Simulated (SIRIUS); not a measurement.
# WC (Qusongite): single point with PBEsol

Crystal: WC (Qusongite).

```
W C
1.0
     2.90650    0.00000    0.00000
    -1.45325    2.51710    0.00000
     0.00000    0.00000    2.83660
W C
1 1
Direct
  0.00000 0.00000 0.00000
  0.66667 0.33333 0.50000
```

| Quantity | Value |
| --- | --- |
| Program | SIRIUS 7.12.0 |
| Task | single point |
| Functional | PBEsol |
| Potentials or basis | PseudoDojo 0.4.1 PBEsol standard (scalar relativistic) |
| Cutoff | 1127 eV |
| Density cutoff | 4507 eV |
| k mesh | 10 × 10 × 9 |
| Occupations | fermi-dirac, width 0.05 eV |
| Spin | no spin polarisation |
| Libxc names | ["XC_GGA_X_PBE_SOL", "XC_GGA_C_PBE_SOL"] |
| Energy tol | 1e-08 Ha |
| Density tol | 1e-06 |
| Mixer | anderson |
| Mixing beta | 0.7 |
| Max scf | 100 |
| Radial cutoff for the potentials' integrals | 6.5 bohr |

- Pressure: -3.1 GPa
- Band gap on the k mesh: none (metal or under the smearing width)

Stress tensor (GPa, compression positive):
```
-2.69  0.00  0.00
 0.00 -2.69  0.00
 0.00  0.00 -3.98
```

Wall time 51 s on 1 thread of Intel(R) Xeon(R) Platinum 8259CL CPU @ 2.50GHz (Skylake/Cascade Lake), on a shared host, peak memory 0.34 GiB.

The run has no spin-orbit coupling, so splittings on W are missing.
